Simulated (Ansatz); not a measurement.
**Strain and the gap of RbBr (rocksalt)**

RbBr built on the rocksalt prototype, relaxed with r2SCAN in Ansatz 0.2.0. Space group Fm-3m (No. 225), cubic; conventional cell a = 6.922 Å, 41.45 Å³ an atom. Around Rb lie 6 Br at 3.46 Å; around Br lie 6 Rb at 3.46 Å.

The axes x, y and z are those of this cell:
```yaml
crystal:
  lattice:
    - [0.00000, 3.46083, 3.46083]
    - [3.46083, 0.00000, 3.46083]
    - [3.46083, 3.46083, 0.00000]
  atoms:
    - { symbol: Rb, position: [0.00000, 0.00000, 0.00000] }
    - { symbol: Br, position: [0.50000, 0.50000, 0.50000] }
```

Unstrained: The PBE gap is direct at Γ: 4.291 eV. With r2SCAN the gap is 4.893 eV and direct, at Γ. HSE06 gives a direct gap of 5.443 eV at Γ. Meshes: PBE 6×6×6, r2SCAN 6×6×6, HSE06 4×4×4. Strains are changes of length per length, and xy shears are angles. After each strain the atoms were relaxed again with r2SCAN in this cell and within any symmetry left, so distortions that break it or need a larger cell weren't tested; points keep the names that they have in the unstrained zone. Calculated for a static, non-magnetic cell.

Changes of the least gap in eV (an overlap counts as a negative gap):
```json
{"strain": "xy shear, engineering strain (angle) +2.5 %", "volume change (%)": "0.0", "space group": "Immm", "PBE": "-0.022", "r2SCAN": "-0.022", "HSE06": "-0.022", "G0W0@PBE (mesh)": "-0.02", "energy rise, r2SCAN (meV/atom)": "0.3"}
{"strain": "uniaxial +2.5 % along z", "volume change (%)": "+2.5", "space group": "I4/mmm", "PBE": "-0.068", "r2SCAN": "-0.071", "HSE06": "-0.073", "G0W0@PBE (mesh)": "-0.06", "energy rise, r2SCAN (meV/atom)": "2.3"}
{"strain": "isotropic -2.5 % on every length", "volume change (%)": "-7.3", "space group": "Fm-3m", "PBE": "+0.196", "r2SCAN": "+0.205", "HSE06": "+0.214", "G0W0@PBE (mesh)": "+0.15", "energy rise, r2SCAN (meV/atom)": "11.9"}
{"strain": "epitaxial -0.5 % in the plane normal to [111], free normal strain +0.72 %", "volume change (%)": "-0.3", "space group": "R-3m", "PBE": "0.000", "r2SCAN": "0.000", "HSE06": "+0.001", "G0W0@PBE (mesh)": "0.00", "energy rise, r2SCAN (meV/atom)": "0.1"}
{"strain": "epitaxial -1.5 % in the xy plane, free normal strain +0.41 %", "volume change (%)": "-2.6", "space group": "I4/mmm", "PBE": "+0.057", "r2SCAN": "+0.059", "HSE06": "+0.064", "G0W0@PBE (mesh)": "+0.04", "energy rise, r2SCAN (meV/atom)": "2.5"}
```
Unstrained, G0W0@PBE with 345 empty bands, a screening cutoff of 150 eV and a 4×4×4 mesh gives 6.81 eV on its mesh; the band count follows the volume. G0W0 values are finite-basis, finite-mesh values.

Xy shear, engineering strain (angle) +2.5 %. HSE06: the gap goes from 5.443 to 5.421 eV (-0.022 eV); with r2SCAN the top three valence levels at Γ, degenerate before, become 1+1+1 from the top over 40 meV. Stress change with r2SCAN, compression positive: xx 0.00, yy 0.00, zz 0.00, xy -0.10 GPa.

Uniaxial +2.5 % along z, other directions held. HSE06: the gap goes from 5.443 to 5.370 eV (-0.073 eV); with r2SCAN the top three valence levels at Γ, degenerate before, become 2+1 from the top over 22 meV. Stress change with r2SCAN, compression positive: xx -0.09, yy -0.09, zz -0.72 GPa.

Isotropic -2.5 % on every length. HSE06: the gap goes from 5.443 to 5.657 eV (+0.214 eV). Stress change with r2SCAN, compression positive: xx +1.30, yy +1.30, zz +1.30 GPa. For HSE06, dE_g/d ln V = -2.8 eV over this step.

Epitaxial -0.5 % in the plane normal to [111], free normal strain +0.72 %. HSE06: the gap goes from 5.443 to 5.444 eV (+0.001 eV); with r2SCAN the top three valence levels at Γ, degenerate before, become 2+1 from the top over 20 meV. Stress change with r2SCAN, compression positive: xx +0.04, yy +0.04, zz +0.04, xy -0.03, xz -0.03, yz -0.03 GPa.

Epitaxial -1.5 % in the xy plane, free normal strain +0.41 %. HSE06: the gap goes from 5.443 to 5.507 eV (+0.064 eV); with r2SCAN the top three valence levels at Γ, degenerate before, become 2+1 from the top over 23 meV. Stress change with r2SCAN, compression positive: xx +0.63, yy +0.63, zz -0.02 GPa.

Spin-orbit coupling is left out.

The meshes of the hybrids are coarse, so their gaps aren't converged to the digits shown.

The splittings at Γ are without spin-orbit coupling, which is tenths of an eV in such compounds, regroups them and changes the shifts of the gap.
